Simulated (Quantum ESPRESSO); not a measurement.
# Zr (P6_3/mmc) in Quantum ESPRESSO: a series of runs, part 3 of 4

Quantum ESPRESSO 7.5.

## (4) Phonons, PBEsol, target pressure 25 GPa, at which the enthalpy is minimised

pw.in

```
&CONTROL
  calculation = 'scf'
  prefix = 'pwscf'
  outdir = './tmp'
  pseudo_dir = './pseudo'
  tprnfor = .true.
  tstress = .true.
  disk_io = 'low'
/
&SYSTEM
  ibrav = 0
  nat = 2
  ntyp = 1
  ecutwfc = 45
  ecutrho = 360
  nbnd = 19
  occupations = 'smearing'
  smearing = 'mv'
  degauss = 0.01469973
/
&ELECTRONS
  conv_thr = 4d-10
  electron_maxstep = 120
  mixing_beta = 0.5
/
ATOMIC_SPECIES
Zr    91.2240 zr_pbesol_v1.uspp.F.UPF
CELL_PARAMETERS bohr
   6.1075948348    0.0000000000    0.0000000000
  -3.0537974174    5.2893322829    0.0000000000
   0.0000000000    0.0000000000    9.7264203634
ATOMIC_POSITIONS bohr
Zr     3.0537974177    1.7631107608    7.2948152726
Zr    -0.0000000003    3.5262215221    2.4316050909
K_POINTS automatic
8 8 4 0 0 0
```

relax.in

```
&CONTROL
  calculation = 'vc-relax'
  prefix = 'pwscf'
  outdir = './tmp'
  pseudo_dir = './pseudo'
  tprnfor = .true.
  tstress = .true.
  disk_io = 'low'
  nstep = 40
  forc_conv_thr = 0.0001
  etot_conv_thr = 1d-06
/
&SYSTEM
  ibrav = 0
  nat = 2
  ntyp = 1
  ecutwfc = 45
  ecutrho = 360
  nbnd = 19
  occupations = 'smearing'
  smearing = 'mv'
  degauss = 0.01469973
/
&ELECTRONS
  conv_thr = 4d-10
  electron_maxstep = 120
  mixing_beta = 0.5
/
&IONS
  ion_dynamics = 'bfgs'
/
&CELL
  cell_dynamics = 'bfgs'
  press = 250
  press_conv_thr = 0.2
/
ATOMIC_SPECIES
Zr    91.2240 zr_pbesol_v1.uspp.F.UPF
CELL_PARAMETERS bohr
   6.1075948348    0.0000000000    0.0000000000
  -3.0537974174    5.2893322829    0.0000000000
   0.0000000000    0.0000000000    9.7264203634
ATOMIC_POSITIONS bohr
Zr     3.0537974177    1.7631107608    7.2948152726
Zr    -0.0000000003    3.5262215221    2.4316050909
K_POINTS automatic
8 8 4 0 0 0
```

scf2.in

```
&CONTROL
  calculation = 'scf'
  prefix = 'pwscf'
  outdir = './tmp'
  pseudo_dir = './pseudo'
  tprnfor = .true.
  tstress = .true.
  disk_io = 'low'
/
&SYSTEM
  ibrav = 0
  nat = 2
  ntyp = 1
  ecutwfc = 45
  ecutrho = 360
  nbnd = 19
  occupations = 'smearing'
  smearing = 'mv'
  degauss = 0.01469973
/
&ELECTRONS
  conv_thr = 1d-13
  electron_maxstep = 120
  mixing_beta = 0.5
  startingpot = 'file'
  startingwfc = 'file'
/
ATOMIC_SPECIES
Zr    91.2240 zr_pbesol_v1.uspp.F.UPF
CELL_PARAMETERS bohr
   5.5669190542    0.0000000000    0.0000000000
  -2.7834595271    4.8210933217    0.0000000000
   0.0000000000    0.0000000000    9.3207957806
ATOMIC_POSITIONS bohr
Zr     2.7834595274    1.6070311071    6.9905968355
Zr    -0.0000000003    3.2140622147    2.3301989452
K_POINTS automatic
8 8 4 0 0 0
```

ph.in

```
phonons of Zr
&INPUTPH
  prefix = 'pwscf'
  outdir = './tmp'
  tr2_ph = 1d-16
  fildyn = 'dyn'
  niter_ph = 60
  alpha_mix(1) = 0.4
/
0.0000000000 0.0000000000 0.0000000000
```

dynmat.in

```
&INPUT
  fildyn = 'dyn'
  asr = 'crystal'
  filout = 'dynmat.disp'
  fileig = 'dynmat.eig'
/
```

Potentials or basis: GBRV 1.5 PBEsol.

Started as:

```console
> OMP_NUM_THREADS=1 pw.x -in pw.in > pw.out
> OMP_NUM_THREADS=1 pw.x -in relax.in > relax.out
> OMP_NUM_THREADS=1 pw.x -in scf2.in > scf2.out
> OMP_NUM_THREADS=1 ph.x -in ph.in > ph.out
> OMP_NUM_THREADS=1 dynmat.x -in dynmat.in > dynmat.out
```

pw.out:

```text
This program is part of the open-source Quantum ESPRESSO suite
     for quantum simulation of materials; please cite
         "P. Giannozzi et al., J. Phys.:Condens. Matter 21 395502 (2009);
         "P. Giannozzi et al., J. Phys.:Condens. Matter 29 465901 (2017);
         "P. Giannozzi et al., J. Chem. Phys. 152 154105 (2020);
     in publications or presentations arising from this work. More details at

     Message from routine setup:
     using ibrav=0 with symmetry is DISCOURAGED, use correct ibrav instead

     G-vector sticks info
     --------------------
     sticks:   dense  smooth     PW     G-vecs:    dense   smooth      PW
     Sum         925     463    151                36347    12827    2189

     Using Slab Decomposition

     bravais-lattice index     =            0
     lattice parameter (alat)  =       6.1076  a.u.
     unit-cell volume          =     314.2130 (a.u.)^3
     number of atoms/cell      =            2
     number of atomic types    =            1
     number of electrons       =        24.00
     number of Kohn-Sham states=           19
     kinetic-energy cutoff     =      45.0000  Ry
     charge density cutoff     =     360.0000  Ry
     scf convergence threshold =      4.0E-10
     mixing beta               =       0.5000
     number of iterations used =            8  plain     mixing
     Exchange-correlation= SLA  PW   PSX  PSC
                           (   1   4  10   8   0   0   0)

     celldm(1)=   6.107595  celldm(2)=   0.000000  celldm(3)=   0.000000
[... 164 lines left out ...]
    16.1517  16.1517  18.4651
[... 63 lines left out ...]
   -34.5738 -34.5738 -13.0937 -13.0937 -12.5119 -12.5119 -12.4715 -12.4715
    11.2298  11.2298  13.0885  13.0885  15.0756  15.0756  16.1842  16.1842
    18.5719  18.5719  18.7738

          k = 0.0000-0.5774 0.0000 (  1594 PWs)   bands (ev):

   -34.5867 -34.5357 -13.1042 -12.9306 -12.8398 -12.6155 -12.5127 -12.3706
    11.4530  11.5076  11.8824  13.8174  14.5482  14.8036  15.4828  18.9285
    19.3367  19.3387  20.2041

          k = 0.0000-0.5774 0.1570 (  1584 PWs)   bands (ev):

   -34.5792 -34.5431 -13.1788 -13.0409 -12.6873 -12.5804 -12.4707 -12.4072
    11.0011  11.5443  12.8693  12.8915  14.9844  15.1656  15.7660  18.0161
    19.0418  19.2875  19.5365

          k = 0.0000-0.5774-0.3140 (  1596 PWs)   bands (ev):

   -34.5611 -34.5611 -13.1754 -13.1754 -12.5087 -12.5087 -12.4946 -12.4946
    11.1508  11.1508  12.9689  12.9689  15.6565  15.6565  16.2265  16.2265
    19.1637  19.1638  19.2588

          k = 0.1250 0.2165 0.0000 (  1621 PWs)   bands (ev):
[... 85 lines left out ...]
   -34.5522 -34.5522 -13.0726 -13.0726 -12.7652 -12.7652 -12.4255 -12.4255
    12.1292  12.1292  13.1690  13.1690  13.9752  13.9752  16.1081  16.1081
    18.5454  18.5454  21.5014

     the Fermi energy is    14.0639 ev

!    total energy              =    -198.26206933 Ry
     estimated scf accuracy    <          1.8E-11 Ry
     smearing contrib. (-TS)   =      -0.00057858 Ry
     internal energy E=F+TS    =    -198.26149075 Ry

     The total energy is F=E-TS. E is the sum of the following terms:
     one-electron contribution =     -35.97581295 Ry
     hartree contribution      =      27.14054682 Ry
     xc contribution           =     -35.28884402 Ry
     ewald contribution        =    -154.13738060 Ry

     convergence has been achieved in   8 iterations

     negative rho (up, down):  1.237E-01 0.000E+00

     Forces acting on atoms (cartesian axes, Ry/au):

     atom    1 type  1   force =    -0.00000000   -0.00000000    0.00000000
     atom    2 type  1   force =     0.00000000    0.00000000    0.00000000

     Total force =     0.000000     Total SCF correction =     0.000000

     Computing stress (Cartesian axis) and pressure

     negative rho (up, down):  1.237E-01 0.000E+00
          total   stress  (Ry/bohr**3)                   (kbar)     P=      -31.32
  -0.00021107   0.00000000   0.00000000          -31.05        0.00        0.00
   0.00000000  -0.00021107   0.00000000            0.00      -31.05        0.00
  -0.00000000   0.00000000  -0.00021650           -0.00        0.00      -31.85

=------------------------------------------------------------------------------=
   JOB DONE.
=------------------------------------------------------------------------------=
```

scf2.out:

```text
This program is part of the open-source Quantum ESPRESSO suite
     for quantum simulation of materials; please cite
         "P. Giannozzi et al., J. Phys.:Condens. Matter 21 395502 (2009);
         "P. Giannozzi et al., J. Phys.:Condens. Matter 29 465901 (2017);
         "P. Giannozzi et al., J. Chem. Phys. 152 154105 (2020);
[... 341 lines left out ...]
   0.00000000   0.00169983   0.00000000            0.00      250.05        0.00
   0.00000000   0.00000000   0.00169950            0.00        0.00      250.00

=------------------------------------------------------------------------------=
   JOB DONE.
=------------------------------------------------------------------------------=
```

Wall time 4.6 min (1 thread of Arm Neoverse V2, shared host); peak memory 0.17 GiB.

What came out:

- Free energy: -2696.9349 eV
- Relaxed volume: 18.53 Å³/atom
- Relaxed cell: a = 2.946 Å, b = 2.946 Å, c = 4.932 Å, α = 90.00°, β = 90.00°, γ = 120.00°
- Space group after relaxing (to 0.05 Å): P6_3/mmc (No. 194)
- Pressure after relaxing: 25.0 GPa
- Band gap on the k mesh: none (metal or under the smearing width)
- Highest phonon frequency at Γ: 236 cm⁻¹
- Most unstable mode: 76i cm⁻¹

The path:
```tsv
step	energy change (eV)	largest force (eV/Å)	pressure (GPa)	volume (Å³)
1	0.0000	0.0000	-3.13	46.56
2	0.1790	0.0000	13.73	40.20
3	0.6035	0.0000	27.41	36.84
4	0.5156	0.0000	24.98	37.37
5	0.5112	0.0000	24.82	37.39
6	0.5116	0.0000	24.76	37.39
7	0.5177	0.0000	24.76	37.34
8	0.5325	0.0000	24.81	37.23
9	0.5509	0.0000	24.94	37.11
10	0.5566	0.0000	24.99	37.08
11	0.5577	0.0000	25.00	37.07
```

Final structure:
```xyz
2
Lattice="2.9459 0.0000 0.0000 -1.4729 2.5512 0.0000 0.0000 0.0000 4.9324" Properties=species:S:1:pos:R:3 pbc="T T T"
Zr    1.4729    0.8504    3.6993
Zr    0.0000    1.7008    1.2331
```

Phonon frequencies in cm⁻¹ (negative: imaginary):
```tsv
q point	frequencies
(0.000, 0.000, 0.000)	-76 -76 -3 -3 -3 236
```

Optical modes at Γ, degenerate ones joined:
| cm⁻¹ | components | symmetry | active in |
| --- | --- | --- | --- |
| 76i | 2 | E2g | Raman |
| 236 | 1 | B1g | silent |

Caveat: the mesh is thin for the phonons of a metal; some modes are imaginary; the volume moved by over 15 % at a fixed basis, so the end points are rough; the cell is more than 3 GPa from zero pressure, which shifts response properties.

## (5) Phonons, PBEsol, target pressure 50 GPa, at which the enthalpy is minimised

pw.in is that of step 4.

relax.in: that of step 4 with these lines changed.

```diff
@@ -33,3 +33,3 @@
   cell_dynamics = 'bfgs'
-  press = 250
+  press = 500
   press_conv_thr = 0.2
```

scf2.in: that of step 4 with these lines changed.

```diff
@@ -30,8 +30,8 @@
 CELL_PARAMETERS bohr
-   5.5669190542    0.0000000000    0.0000000000
-  -2.7834595271    4.8210933217    0.0000000000
-   0.0000000000    0.0000000000    9.3207957806
+   5.2117065166    0.0000000000    0.0000000000
+  -2.6058532582    4.5134702404    0.0000000000
+   0.0000000000    0.0000000000    9.3214398311
 ATOMIC_POSITIONS bohr
-Zr     2.7834595274    1.6070311071    6.9905968355
-Zr    -0.0000000003    3.2140622147    2.3301989452
+Zr     2.6058532586    1.5044900800    6.9910798733
+Zr    -0.0000000002    3.0089801604    2.3303599578
 K_POINTS automatic
```

ph.in is that of step 4.

dynmat.in is that of step 4.

Potentials or basis: GBRV 1.5 PBEsol.

Started as:

```console
> OMP_NUM_THREADS=1 pw.x -in pw.in > pw.out
> OMP_NUM_THREADS=1 pw.x -in relax.in > relax.out
> OMP_NUM_THREADS=1 pw.x -in scf2.in > scf2.out
> OMP_NUM_THREADS=1 ph.x -in ph.in > ph.out
> OMP_NUM_THREADS=1 dynmat.x -in dynmat.in > dynmat.out
```

pw.out:

```text
This program is part of the open-source Quantum ESPRESSO suite
     for quantum simulation of materials; please cite
         "P. Giannozzi et al., J. Phys.:Condens. Matter 21 395502 (2009);
         "P. Giannozzi et al., J. Phys.:Condens. Matter 29 465901 (2017);
         "P. Giannozzi et al., J. Chem. Phys. 152 154105 (2020);
     in publications or presentations arising from this work. More details at

     Message from routine setup:
     using ibrav=0 with symmetry is DISCOURAGED, use correct ibrav instead

     G-vector sticks info
     --------------------
     sticks:   dense  smooth     PW     G-vecs:    dense   smooth      PW
     Sum         925     463    151                36347    12827    2189

     Using Slab Decomposition

     bravais-lattice index     =            0
     lattice parameter (alat)  =       6.1076  a.u.
     unit-cell volume          =     314.2130 (a.u.)^3
     number of atoms/cell      =            2
     number of atomic types    =            1
     number of electrons       =        24.00
     number of Kohn-Sham states=           19
     kinetic-energy cutoff     =      45.0000  Ry
     charge density cutoff     =     360.0000  Ry
     scf convergence threshold =      4.0E-10
     mixing beta               =       0.5000
     number of iterations used =            8  plain     mixing
     Exchange-correlation= SLA  PW   PSX  PSC
                           (   1   4  10   8   0   0   0)

     celldm(1)=   6.107595  celldm(2)=   0.000000  celldm(3)=   0.000000
[... 164 lines left out ...]
    16.1517  16.1517  18.4651
[... 63 lines left out ...]
   -34.5738 -34.5738 -13.0937 -13.0937 -12.5119 -12.5119 -12.4715 -12.4715
    11.2298  11.2298  13.0885  13.0885  15.0756  15.0756  16.1842  16.1842
    18.5719  18.5719  18.7738

          k = 0.0000-0.5774 0.0000 (  1594 PWs)   bands (ev):

   -34.5867 -34.5357 -13.1042 -12.9306 -12.8398 -12.6155 -12.5127 -12.3706
    11.4530  11.5076  11.8824  13.8174  14.5482  14.8036  15.4828  18.9285
    19.3367  19.3387  20.2041

          k = 0.0000-0.5774 0.1570 (  1584 PWs)   bands (ev):

   -34.5792 -34.5431 -13.1788 -13.0409 -12.6873 -12.5804 -12.4707 -12.4072
    11.0011  11.5443  12.8693  12.8915  14.9844  15.1656  15.7660  18.0161
    19.0418  19.2875  19.5365

          k = 0.0000-0.5774-0.3140 (  1596 PWs)   bands (ev):

   -34.5611 -34.5611 -13.1754 -13.1754 -12.5087 -12.5087 -12.4946 -12.4946
    11.1508  11.1508  12.9689  12.9689  15.6565  15.6565  16.2265  16.2265
    19.1637  19.1638  19.2588

          k = 0.1250 0.2165 0.0000 (  1621 PWs)   bands (ev):
[... 85 lines left out ...]
   -34.5522 -34.5522 -13.0726 -13.0726 -12.7652 -12.7652 -12.4255 -12.4255
    12.1292  12.1292  13.1690  13.1690  13.9752  13.9752  16.1081  16.1081
    18.5454  18.5454  21.5014

     the Fermi energy is    14.0639 ev

!    total energy              =    -198.26206933 Ry
     estimated scf accuracy    <          1.8E-11 Ry
     smearing contrib. (-TS)   =      -0.00057858 Ry
     internal energy E=F+TS    =    -198.26149075 Ry

     The total energy is F=E-TS. E is the sum of the following terms:
     one-electron contribution =     -35.97581295 Ry
     hartree contribution      =      27.14054682 Ry
     xc contribution           =     -35.28884402 Ry
     ewald contribution        =    -154.13738060 Ry

     convergence has been achieved in   8 iterations

     negative rho (up, down):  1.237E-01 0.000E+00

     Forces acting on atoms (cartesian axes, Ry/au):

     atom    1 type  1   force =    -0.00000000   -0.00000000    0.00000000
     atom    2 type  1   force =     0.00000000    0.00000000    0.00000000

     Total force =     0.000000     Total SCF correction =     0.000000

     Computing stress (Cartesian axis) and pressure

     negative rho (up, down):  1.237E-01 0.000E+00
          total   stress  (Ry/bohr**3)                   (kbar)     P=      -31.32
  -0.00021107   0.00000000   0.00000000          -31.05        0.00        0.00
   0.00000000  -0.00021107   0.00000000            0.00      -31.05        0.00
  -0.00000000   0.00000000  -0.00021650           -0.00        0.00      -31.85

=------------------------------------------------------------------------------=
   JOB DONE.
=------------------------------------------------------------------------------=
```

relax.out:

```text
This program is part of the open-source Quantum ESPRESSO suite
     for quantum simulation of materials; please cite
         "P. Giannozzi et al., J. Phys.:Condens. Matter 21 395502 (2009);
         "P. Giannozzi et al., J. Phys.:Condens. Matter 29 465901 (2017);
         "P. Giannozzi et al., J. Chem. Phys. 152 154105 (2020);
[... 1102 lines left out ...]
   0.00000000   0.00340039  -0.00000000            0.00      500.21       -0.00
  -0.00000000  -0.00000000   0.00339953           -0.00       -0.00      500.09

=------------------------------------------------------------------------------=
   JOB DONE.
=------------------------------------------------------------------------------=
```

Run time: 4.5 min. Hardware: 1 thread of Arm Neoverse V2, shared host; peak memory 0.17 GiB.

What came out:

| Property | Result |
| --- | --- |
| Free energy | -2695.9056 eV |
| Relaxed volume | 16.25 Å³/atom |
| Relaxed cell | a = 2.758 Å, b = 2.758 Å, c = 4.933 Å, α = 90.00°, β = 90.00°, γ = 120.00° |
| Space group after relaxing (to 0.05 Å) | P6_3/mmc (No. 194) |
| Pressure after relaxing | 50.0 GPa |
| Band gap on the k mesh | none (metal or under the smearing width) |
| Highest phonon frequency at Γ | 322 cm⁻¹ |
| Most unstable mode | 125i cm⁻¹ |

The path:
```
step  energy change (eV)  largest force (eV/Å)  pressure (GPa)  volume (Å³)
   1              0.0000                0.0000           -3.13        46.56
   2              0.9578                0.0000           36.08        35.05
   3              1.7341                0.0000           54.11        32.22
   4              1.5616                0.0000           50.14        32.73
   5              1.4990                0.0000           48.83        32.90
   6              1.4752                0.0000           48.21        32.92
   7              1.4891                0.0000           47.77        32.81
   8              1.5595                0.0000           49.25        32.58
   9              1.5769                0.0000           49.76        32.52
  10              1.5865                0.0000           50.00        32.49
  11              1.5863                0.0000           50.00        32.49
```

Final structure:
```
Zr
1.0
     2.75792    0.00000    0.00000
    -1.37896    2.38843    0.00000
     0.00000    0.00000    4.93269
Zr
2
Cartesian
  1.3790 0.7961 3.6995
  0.0000 1.5923 1.2332
```

Levels at points of the mesh, in eV from the Fermi level:
```csv
k point,band 10,band 11,band 12,band 13,band 14,band 15
"(0.00, 0.00, 0.00)",-3.79,-0.36,1.06,1.06,1.79,1.79
"(0.00, 0.00, -0.50)",-3.89,-0.56,-0.56,1.13,1.13,1.13
"(0.00, -0.50, 0.00)",-3.73,-3.24,0.24,1.33,1.50,1.53
"(0.00, -0.50, -0.50)",-4.22,-2.49,-2.49,3.52,3.52,3.65
```

Phonon frequencies in cm⁻¹ (negative: imaginary):
| q point | frequencies |
| --- | --- |
| (0.000, 0.000, 0.000) | -125 -125 -1 0 0 322 |

Optical modes at Γ, degenerate ones joined:
```csv
cm⁻¹,components,symmetry,active in
125i,2,E2g,Raman
322,1,B1g,silent
```

Caveat: the mesh is thin for the phonons of a metal; some modes are imaginary; the volume moved by over 15 % at a fixed basis, so the end points are rough; the cell is more than 3 GPa from zero pressure, which shifts response properties.

[end of part 3 of 4]
